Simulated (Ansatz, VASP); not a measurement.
## Two plane-wave programs on BP

The input INCAR:

```
PREC     = Accurate       # precision mode
ENCUT    = 520            # plane-wave cutoff, eV
EDIFF    = 1E-6           # SCF threshold, eV
ISMEAR   = 0              # smearing method
SIGMA    = 0.05           # smearing width, eV
LREAL    = False          # projectors in reciprocal space
LASPH    = True           # aspherical terms in the spheres
NELM     = 100            # most SCF steps
ALGO     = Fast           # electronic algorithm
ISIF     = 2              # what is computed and relaxed
LWAVE    = False          # write WAVECAR
LCHARG   = True           # write CHGCAR
GGA      = PE             # functional
LELF     = True           # ELF
LVHAR    = True         
NBANDS   = 11             # bands
```

The input KPOINTS:

```
Automatic mesh
0
Gamma
  12 12 12
```

POSCAR

```
BP
1.0
    0.0000000000      2.0215509557      2.8584730513
    2.0215509557      0.0000000000      2.8584730513
    2.0215509557      2.0215509557      0.0000000000
B P
1 1
Direct
    0.0000000000      0.0000000000      0.0000000000
    0.7500000000      0.7500000000      0.7500000000
```

Input for Ansatz:

```yaml
crystal:
  lattice:
    - [0.0, 2.0215509557, 2.8584730513]
    - [2.0215509557, 0.0, 2.8584730513]
    - [2.0215509557, 2.0215509557, 0.0]
  atoms:
    - { symbol: B, position: [0.0, 0.0, 0.0] }
    - { symbol: P, position: [0.75, 0.75, 0.75] }
basis:
  ecutwfc: 420
kpoints:
  mp_grid: { grid: [12, 12, 12] }
hamiltonian:
  xc: pbe
scf:
  occupations: { method: gaussian, width: 0.05 }
output:
  forces: true
  stress: true
  eigenvalues: true
```

Alike in both runs: task single point; functional PBE; k mesh 12 × 12 × 12; occupations gaussian, width 0.05 eV; no spin polarisation.

|  | VASP | Ansatz |
| --- | --- | --- |
| version | VASP 6.6.1 | Ansatz 0.2.0 |
| potentials or method | VASP PAW PBE potentials, release 64 (B, P) | scalar-relativistic, plane waves, PAW |
| plane-wave cutoff (eV) | 520 | 420 |
| valence electrons in the cell | 8 | 8 |

```csv
,VASP,Ansatz,Ansatz less VASP
gap on the k mesh at the Fermi level (eV),none,none,-
pressure (GPa),-1.0,-0.8,+0.21
largest component of the traceless stress (GPa),61.98,61.94,-0.035
```

A gap of «none» marks a metal or a gap that the smearing closes.
